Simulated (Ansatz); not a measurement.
# Sb (bcc type): how the settings move a single-point run

Question: which choices in the input matter for Sb (bcc type)?

Program: Ansatz 0.2.0. Level of theory: reference: DFT, PBE, all-electron LAPW, scalar-relativistic. These are calculated values, not measurements.

## 1. The system as given

It takes space group Im-3m (No. 229, cubic). Conventional cell: a = 3.521 Å, b = 3.521 Å, c = 3.521 Å, α = 90.00°, β = 90.00°, γ = 90.00°. Sb (site symmetry m-3m) has 8 Sb at 3.05 Å as nearest neighbours.

Coordinates:

```xyz
1
Lattice="-1.7603 1.7603 1.7603 1.7603 -1.7603 1.7603 1.7603 1.7603 -1.7603" Properties=species:S:1:pos:R:3 pbc="T T T"
Sb    0.0000    0.0000    0.0000
```

## 2. Baseline

input.yaml reads:

```yaml
crystal:
  lattice:
    - [-1.7603482226, 1.7603482226, 1.7603482226]
    - [1.7603482226, -1.7603482226, 1.7603482226]
    - [1.7603482226, 1.7603482226, -1.7603482226]
  atoms:
    - { symbol: Sb, position: [0.0, 0.0, 0.0] }
kpoints:
  mp_grid: { grid: [16, 16, 16] }
scf:
  occupations: { method: fermi_dirac, width: 0.1 }
hamiltonian:
  xc: pbe
  pseudopotentials: { kind: all_electron, lapw: { basis_error: 0.001 } }
output:
  forces: true
  stress: true
  eigenvalues: true
  populations: true
```

On the command line:

```sh
ansatz run input.yaml --threads 1 --pin off --max-ram 2048MiB --backend cpu --events-out ev --progress --plain --runs-dir out
```

## 3. Variant: mp_grid.grid [11, 11, 11], n_extra_bands 8, xc revpbe

input.yaml, as its differences from that of step 2:

```diff
@@ -8,7 +8,8 @@
 kpoints:
-  mp_grid: { grid: [16, 16, 16] }
+  mp_grid: { grid: [11, 11, 11] }
 scf:
   occupations: { method: fermi_dirac, width: 0.1 }
+  n_extra_bands: 8
 hamiltonian:
-  xc: pbe
+  xc: revpbe
   pseudopotentials: { kind: all_electron, lapw: { basis_error: 0.001 } }
```

**Question.** What will these runs give? Wanted: for each run, ending; energy change; pressure; gap; force.

**Answer**, as computed:

| run | ending | energy change | pressure (GPa) | gap (eV) | force (eV/Å) | cycles | time |
| --- | --- | --- | --- | --- | --- | --- | --- |
| reference | converged | - | 22.0 | 0.00 | 0.00 | 6 | 8.6 s |
| 1: mp_grid.grid [11, 11, 11], n_extra_bands 8, xc revpbe | converged | not comparable | 23.2 | 0.00 | 0.00 | 6 | 4.8 s |

Residual by cycle in the longest SCF loop of each run; runs are numbered as in the table. The quantity is the density residual dr2, in eV.

| cycle | reference | run 1 |
| --- | --- | --- |
| 1 | 0.00617 | 0.00659 |
| 2 | 0.00287 | 0.0031 |
| 3 | 7.0e-4 | 7.2e-4 |
| 4 | 1.2e-4 | 1.2e-4 |
| 5 | 1.2e-6 | 1.4e-6 |
| 6 | 6.2e-8 | 8.0e-8 |

What this shows: After a change of functional the difference of the totals has no physical meaning; the pressure goes from 22.0 to 23.2 GPa. The k-point mesh changed too. Cost: 4.8 s against 8.6 s. Semilocal functionals close small gaps, so the missing gap need not be the real solid's. The structure is not at rest: the sound run finds 22 GPa, so these are no properties of the relaxed crystal. 
